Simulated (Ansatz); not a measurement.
CoO:

```xyz
2
Lattice="1.5055 0.8692 2.4399 -1.5055 0.8692 2.4399 0.0000 -1.7384 2.4399" Properties=species:S:1:pos:R:3 pbc="T T T"
Co    0.0000    0.0000    0.0000
O     0.0000    0.0000    3.6599
```

The cell is a database's computed one.

```yaml
Program: Ansatz 0.2.0
Task: relaxation of cell and atoms
Functional: BLYP
Dispersion: D3(BJ)
Potentials_or_basis: Ansatz PAW
Cutoff: "420 eV (not typed: the program's choice for these potentials)"
k_mesh: 11 × 11 × 11
Occupations: fermi-dirac, width 0.05 eV
Spin: collinear spin, ferromagnetic start
Starting_moments: "[2.0, 0.0] μB"
```

At the start: volume 9.58 Å³/atom.

Question: Where does the relaxation end?

Answer: It ends after 21 steps and the volume is 9.66 Å³/atom (+0.8 %); space group R-3m (No. 166, to 0.05 Å); moment 2.81 μB per cell.

The path:
```csv
step,energy change (eV),largest force (eV/Å),volume (Å³)
1,0.0000,0.0000,19.16
2,-0.0111,0.0000,19.83
3,-0.0133,0.0000,19.79
4,-0.0189,0.0000,19.19
5,-0.0165,0.0000,19.74
6,-0.0191,0.0000,19.69
7,-0.0245,0.0000,19.58
8,-0.0260,0.0000,19.55
9,-0.0276,0.0000,19.53
10,-0.0314,0.0000,19.44
11,-0.0326,0.0000,19.41
12,-0.0334,0.0000,19.37
13,-0.0342,0.0000,19.36
14,-0.0353,0.0000,19.32
15,-0.0355,0.0000,19.31
16,-0.0356,0.0000,19.30
17,-0.0356,0.0000,19.30
18,-0.0374,0.0000,19.30
19,-0.0376,0.0000,19.31
20,-0.0376,0.0000,19.31
21,-0.0377,0.0000,19.31
```

Final structure:
```cif
data_structure
_symmetry_space_group_name_H-M 'P 1'
_symmetry_Int_Tables_number 1
_cell_length_a 2.9508
_cell_length_b 2.9508
_cell_length_c 2.9508
_cell_angle_alpha 62.832
_cell_angle_beta 62.832
_cell_angle_gamma 62.832
_cell_volume 19.31
loop_
_atom_site_label
_atom_site_type_symbol
_atom_site_fract_x
_atom_site_fract_y
_atom_site_fract_z
_atom_site_occupancy
Co1 Co 0.00000 0.00000 0.00000 1
O1 O 0.50000 0.50000 0.50000 1
```

Caveat: the plane-wave basis is chosen anew once the cell has moved, so the energies of steps on either side of that aren't comparable; the pressure holds a Pulay correction of +0.9 GPa for the finite cutoff; a cell with one magnetic atom can't hold antiferromagnetic order, which such compounds often take; pairwise dispersion overbinds metals, which lowers pressure and volume; the PAW data sets come from PBE, with cores solved anew for the run's functional, which leaves a small shift of forces and pressure.
